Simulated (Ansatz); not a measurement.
Runs of Ansatz 0.2.0 on Ge. It takes space group Fd-3m (No. 227, cubic). The conventional cell has a = 5.658 Å, b = 5.658 Å, c = 5.658 Å, α = 90.00°, β = 90.00°, γ = 90.00°. Ge (site symmetry -43m) has 4 Ge at 2.45 Å as nearest neighbours. 

```csv
task,level,cell,k mesh,cutoff (eV),smearing,basis error allowed,mesh quality,gap on the mesh (eV),pressure (GPa),relaxed volume (Å³/atom)
single point,PBE,as given,8 × 8 × 8,316,gaussian 0.023 eV,0.001 eV/atom,not flagged,0.04,3.6,-
single point,PBE,as given,8 × 8 × 8,316,gaussian 0.029 eV,0.001 eV/atom,not flagged,0.04,3.6,-
single point,PBE,as given,4 × 4 × 4,267,fermi-dirac 0.03 eV,0.004 eV/atom,coarse,none,4.2,-
relaxation of cell and atoms,PBE+D4,relaxed,8 × 8 × 8,-,fermi-dirac 0.05 eV,0.001 eV/atom,not flagged,-,0.0,(b)
band structure,LDA,as given,8 × 8 × 8,317,fermi-dirac 0.05 eV,0.001 eV/atom,not flagged,-,-1.3,-
relaxation of cell and atoms,PBE,relaxed,8 × 8 × 8,-,fermi-dirac 0.05 eV,0.001 eV/atom,not flagged,-,0.0,(a)
elastic constants,PBE,as given,6 × 6 × 6,341,fermi-dirac 0.05 eV,0.001 eV/atom,coarse,none,3.7,-
```

Alike in all rows: potentials or basis all-electron LAPW, scalar-relativistic; no spin polarisation.

Estimate the missing entries.

(a) 23.91; (b) 23.09.

Caveats: some runs use coarse meshes; this crystal is a semiconductor, whose small gap the functional closes, so the metal is an error of the method (some runs); the k mesh is thin for a metal, which can move the energy by tens of meV per atom (some runs); a metal's response needs a denser mesh (some runs); the cell is more than 3 GPa from zero pressure, which shifts response properties (some runs); elastic constants of metals need much finer meshes, so these are rough (some runs).

A k mesh can miss the band edges, and the runs leave out spin-orbit coupling on Ge.

A gap of «none» marks a metal or a gap under the smearing width.
